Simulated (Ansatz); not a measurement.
Wanted: the native input for an Ansatz 0.2.0 run.

| Property | Result |
| --- | --- |
| Task | single point |
| Functional | PBEsol |
| Potentials or basis | Ansatz PAW |
| Cutoff | 420 eV (not typed: the program's choice for these potentials) |
| k mesh | 9 × 9 × 9 |
| Occupations | gaussian, width 0.1 eV |
| Spin | no spin polarisation |

The system is I.

```
CELL_PARAMETERS angstrom
-2.08938 2.08938 2.08938
2.08938 -2.08938 2.08938
2.08938 2.08938 -2.08938
ATOMIC_POSITIONS crystal
I 0.00000 0.00000 0.00000
```

The real solid is made of molecules; this cell is a model form.

The input as run:

input.yaml

```yaml
crystal:
  lattice:
    - [-2.0893754423, 2.0893754423, 2.0893754423]
    - [2.0893754423, -2.0893754423, 2.0893754423]
    - [2.0893754423, 2.0893754423, -2.0893754423]
  atoms:
    - { symbol: I, position: [0.0, 0.0, 0.0] }
hamiltonian:
  xc: pbesol
  pseudopotentials: { kind: paw }
kpoints:
  mp_grid: { grid: [9, 9, 9] }
scf:
  occupations: { method: gaussian, width: 0.1 }
output:
  forces: true
  stress: true
  eigenvalues: true
```

Potentials or basis: Ansatz PAW.

The run is started by

```sh
$ ansatz run input.yaml --threads 2 --pin off --max-ram 5632MiB --backend cpu --events-out ev --progress --plain --runs-dir out
```

It gave:

```json
{
 "Pressure": "-2.5 GPa",
 "Band gap on the k mesh": "none (metal or under the smearing width)"
}
```

Caveat: an odd number of electrons without spin polarisation forces a metal; a magnetic or distorted state may lie lower; the PAW data sets come from PBE, with cores solved anew for the run's functional, which leaves a small shift of forces and pressure.

Run time: 0.63 s on 2 threads of Arm Neoverse V2 (shared host), peak memory 0.27 GiB.
